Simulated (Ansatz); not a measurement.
**Bi under changes of volume**

One of the cells (33.614 Å³/atom); the others are scaled copies at fixed shape and fractional positions:

```
Bi
1.0
     3.23838    0.00000    0.00000
     0.00000    3.22164    0.00000
    -0.08045    0.00000    6.44389
Bi
2
Cartesian
  1.7022 0.0000 4.8302
  1.4558 0.0000 1.6137
```

This isn't the form of Bi at room conditions, which is rhombohedral.

- Program: Ansatz 0.2.0
- Functional: r2SCAN
- Potentials or basis: Ansatz PAW
- Cutoff: 500 eV (not typed: the program's choice for these potentials)
- k mesh: 8 × 8 × 4
- Occupations: fermi-dirac, width 0.05 eV
- Spin: no spin polarisation

| volume (Å³/atom) | energy over the lowest point (meV/atom) | pressure (GPa) | largest force (eV/Å) |
| --- | --- | --- | --- |
| 31.597 | 40.42 | 5.2 | 0.019 |
| 32.270 | 22.01 | 3.7 | 0.020 |
| 32.942 | 9.55 | 2.3 | 0.023 |
| 33.614 | 2.40 | 1.1 | 0.026 |
| 34.286 | 0.00 | 0.1 | 0.030 |
| 34.959 | 1.85 | -0.9 | 0.034 |
| 35.631 | ? | ? | ? |

Problem. What does the run at 35.631 Å³/atom give?

Solution. Energy over the lowest point 7.51 meV/atom; pressure -1.8 GPa; largest force 0.038 eV/Å.

Worked out: A Birch-Murnaghan fit of order 3 (a polynomial in V^(-2/3)) to the other rows has its minimum at 34.32 Å³/atom with B0 = V·E''(V) = 51 GPa and B' = 4.6 at fixed shape and positions, which overstates the stiffness. It gives 7.51 meV/atom at 35.631 Å³/atom, against the run's 7.51, and -dE/dV = -1.8 GPa, against -1.8.

Energies are extrapolated to zero smearing.

Caveats: the PAW data sets come from PBE, with cores solved anew for the run's functional, which leaves a small shift of forces and pressure.
